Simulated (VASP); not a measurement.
Runs of VASP 6.6.1 on V. Symmetry: P6_3/mmc, No. 194, hexagonal system. The conventional cell has a = 2.692 Å, b = 2.692 Å, c = 4.397 Å, α = 90.00°, β = 90.00°, γ = 120.00°. Around V (site symmetry -6m2) lie 12 V at 2.69 Å. This isn't the form of V at room conditions, which is bcc.

| task | level | potentials or basis | cell | cutoff (eV) | gap on the mesh (eV) | pressure (GPa) | relaxed volume (Å³/atom) |
| --- | --- | --- | --- | --- | --- | --- | --- |
| single point | PBEsol | VASP PAW PBE potentials, release 64 (V_sv) | as given | 520 | none | (b) | - |
| relaxation of cell and atoms | PBE+D3(BJ) | VASP PAW PBE potentials, release 64 (V_sv) | relaxed | 600 | none | 0.0 | (a) |
| relaxation of cell and atoms | PBEsol | VASP PAW PBE potentials, release 64 (V_sv) | relaxed | 600 | none | 0.0 | 13.32 |
| relaxation of cell and atoms | PBE | VASP PAW PBE potentials, release 64 (V_sv) | relaxed | 600 | none | 0.0 | 13.85 |
| relaxation of cell and atoms | LDA | VASP PAW LDA potentials, release 64 (V_sv) | relaxed | 600 | none | 0.0 | 12.91 |

Alike in all rows: no spin polarisation; k mesh 18 × 18 × 10; smearing gaussian 0.1 eV.

**Question.** Fill in the values left out.

**Answer.** (a) 13.23; (b) -5.7.

Caveats: the PAW data sets were made with another functional, which shifts forces and pressure a little (some runs); pairwise dispersion overbinds metals, which lowers pressure and volume (some runs).

A gap of «none» marks a metal or a gap under the smearing width.
